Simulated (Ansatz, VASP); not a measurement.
BN: VASP beside Ansatz

File INCAR:

```
  PREC = Accurate
  ENCUT = 520
  EDIFF = 1E-7
  ISMEAR = 0
  SIGMA = 0.05
  LREAL = F
  LASPH = T
  NELM = 60
  ALGO = Normal
  ISIF = 2
  LWAVE = F
  LCHARG = F
  GGA = PE
  NBANDS = 16
```

The input KPOINTS:

```
Automatic mesh
0
Gamma
  6 6 6
```

Contents of POSCAR:

```
BN
1.0
    0.0000000000     -1.8123937734     -1.8123937734
   -1.8123937734      0.0000000000     -1.8123937734
    1.8123937734      1.8123937734     -3.6247875468
B N
2 2
Direct
    0.0276440900     -0.0019502810      0.0000000000
    0.4723559100      0.5019502810      0.5000000000
    0.4032900030      0.3730041500      0.8750000000
    0.8467099970      0.8769958500      0.3750000000
```

Input for Ansatz:

```yaml
crystal:
  lattice:
    - [0.0, -1.8123937734, -1.8123937734]
    - [-1.8123937734, 0.0, -1.8123937734]
    - [1.8123937734, 1.8123937734, -3.6247875468]
  atoms:
    - { symbol: B, position: [0.02764409, -0.001950281, 0.0] }
    - { symbol: B, position: [0.47235591, 0.501950281, 0.5] }
    - { symbol: "N", position: [0.403290003, 0.37300415, 0.875] }
    - { symbol: "N", position: [0.846709997, 0.87699585, 0.375] }
basis:
  ecutwfc: 520.0
kpoints:
  mp_grid: { grid: [6, 6, 6] }
hamiltonian:
  xc: pbe
scf:
  occupations: { method: gaussian, width: 0.05 }
output:
  forces: true
  stress: true
  eigenvalues: true
```

Change from the starting cell: mode 4 frozen in at -0.017 Å and mode 5 at -0.068 Å (largest displacements).

Alike in both runs: task single point; functional PBE; k mesh 6 × 6 × 6; occupations gaussian, width 0.05 eV; no spin polarisation.

```csv
,VASP,Ansatz
version,VASP 6.6.1,Ansatz 0.2.0
potentials or method,"VASP PAW PBE potentials, release 64 (B, N)","scalar-relativistic, plane waves, PAW"
plane-wave cutoff (eV),520,520
valence electrons in the cell,16,16
```

```csv
,VASP,Ansatz,Ansatz less VASP
gap on the k mesh at the Fermi level (eV),4.36,4.37,+0.010
least direct gap on the mesh (eV),6.30,6.32,+0.013
pressure (GPa),0.1,-0.1,-0.20
largest component of the traceless stress (GPa),1.11,1.11,+0.001
rms of the force components (eV/Å),0.430,0.430,+0.0003
```

Atom by atom the forces differ by 0.000 eV/Å (rms over components).

Caveats: the k mesh is coarse (spacing up to 0.48 Å⁻¹), so the values aren't converged. A k mesh can miss the band edges.
